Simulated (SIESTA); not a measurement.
A run of SIESTA 5.4.2 is set up as follows.

The input run.py:

```python
from ase import Atoms
from ase.calculators.siesta import Siesta
from ase.units import Ry, GPa

atoms = Atoms(
    ['Cu', 'Cu', 'Cu', 'Cu', 'O', 'O'],
    cell=[
        [4.26, 0.0, 0.0],
        [0.0, 4.26, 0.0],
        [0.0, 0.0, 4.26],
    ],
    scaled_positions=[
        [0.75, 0.25, 0.75],
        [0.75, 0.75, 0.25],
        [0.25, 0.75, 0.75],
        [0.25, 0.25, 0.25],
        [0.5, 0.5, 0.5],
        [0.0, 0.0, 0.0],
    ],
    pbc=True,
)

fdf = {
    'SCFMustConverge': False,
    'OccupationFunction': 'FD',
    'ElectronicTemperature': '0.05 eV',
    'MaxSCFIterations': '120',
    'SCF.Mixer.Method': 'Pulay',
    'SCF.Mixer.Weight': '0.25',
    'SCF.Mixer.History': '8',
    'SCF.DM.Tolerance': '5.0e-05',
    'SCF.H.Tolerance': '1.0e-03 eV',
    'WriteForces': 'true',
    'Charge.Mulliken': 'end',
    'BandLinesScale': 'ReciprocalLatticeVectors',
    'BandLines': ['  1    0.000000   0.000000   0.000000  \\Gamma', ' 11    0.000000   0.500000   0.000000  X', ' 11    0.500000   0.500000   0.000000  M', ' 15    0.000000   0.000000   0.000000  \\Gamma', ' 18    0.500000   0.500000   0.500000  R', ' 15    0.000000   0.500000   0.000000  X', '  1    0.500000   0.500000   0.000000  M', ' 11    0.500000   0.500000   0.500000  R'],
}
calc = Siesta(
    label="Cu2O",
    command="siesta < PREFIX.fdf > PREFIX.out",
    pseudo_path="pseudos",
    pseudo_qualifier="",
    xc=('VDW', 'BH'),
    basis_set="DZP",
    mesh_cutoff=800 * Ry,
    energy_shift=0.002 * Ry,
    kpts=[6, 6, 6],
    spin="non-polarized",
    fdf_arguments=fdf,
)
atoms.calc = calc

print(f"energy = {atoms.get_potential_energy():.6f} eV")
free = atoms.get_potential_energy(force_consistent=True)
print(f"free energy = {free:.6f} eV")
print("forces (eV/A):")
print(atoms.get_forces(apply_constraint=False).round(6))
print("stress (GPa, Voigt order, tension positive):", (atoms.get_stress() / GPa).round(4))
```

Potentials or basis: PseudoDojo 0.4 standard (PBE files), DZP (energy shift 0.002 Ry).

Command:

```sh
$ python run.py
```

Estimate the pressure.

-0.3 GPa.

Estimate the band gap on the k mesh.

0.49 eV, direct.

Predict the band gap along the path.

0.49 eV, direct.

Levels at the corners of the path, in eV from the valence-band top:
| point | band 41 | band 42 | band 43 | band 44 | band 45 | band 46 | band 47 | band 48 |
| --- | --- | --- | --- | --- | --- | --- | --- | --- |
| Γ | -1.54 | 0.00 | 0.00 | 0.00 | 0.49 | 1.34 | 1.34 | 8.63 |
| X | -1.23 | -1.23 | -0.43 | -0.43 | 2.30 | 2.30 | 4.38 | 4.38 |
| M | -1.24 | -1.24 | -0.70 | -0.70 | 2.01 | 2.01 | 3.96 | 3.96 |
| Γ | -1.54 | 0.00 | 0.00 | 0.00 | 0.49 | 1.34 | 1.34 | 8.63 |
| R | -1.15 | -0.57 | -0.57 | -0.57 | 2.63 | 2.63 | 2.63 | 5.06 |
| X | -1.23 | -1.23 | -0.43 | -0.43 | 2.30 | 2.30 | 4.38 | 4.38 |
| M | -1.24 | -1.24 | -0.70 | -0.70 | 2.01 | 2.01 | 3.96 | 3.96 |
| R | -1.15 | -0.57 | -0.57 | -0.57 | 2.63 | 2.63 | 2.63 | 5.06 |

Caveat: semicore shells carry a single zeta, which can move pressures by several GPa and volumes by a few percent; the potentials were made for another functional, which shifts forces and pressure; the basis of atomic orbitals isn't converged, which shifts pressures, moduli and gaps.

**What was measured.**

“Importance of surface oxygen vacancies for ultrafast hot carrier relaxation and transport in Cu2O”, 2021, arxiv:2103.03167 quotes, for a bulk crystal of Cu2O: band gap 2.17 eV (direct).

Against the measured gap of Cu2O, 2.17 eV (direct; quoted in “Importance of surface oxygen vacancies for ultrafast hot carrier relaxation and transport in Cu2O”, 2021, arxiv:2103.03167), the calculated 0.49 eV is off by -1.68 eV. So large a miss can be the level of theory's own, or it may mean another phase, state or a wrong row. The value is that of vdW-DF-cx in an atomic basis (PseudoDojo 0.4 standard (PBE files), DZP (energy shift 0.002 Ry)), whose error adds to the functional's,, without temperature or zero-point motion.
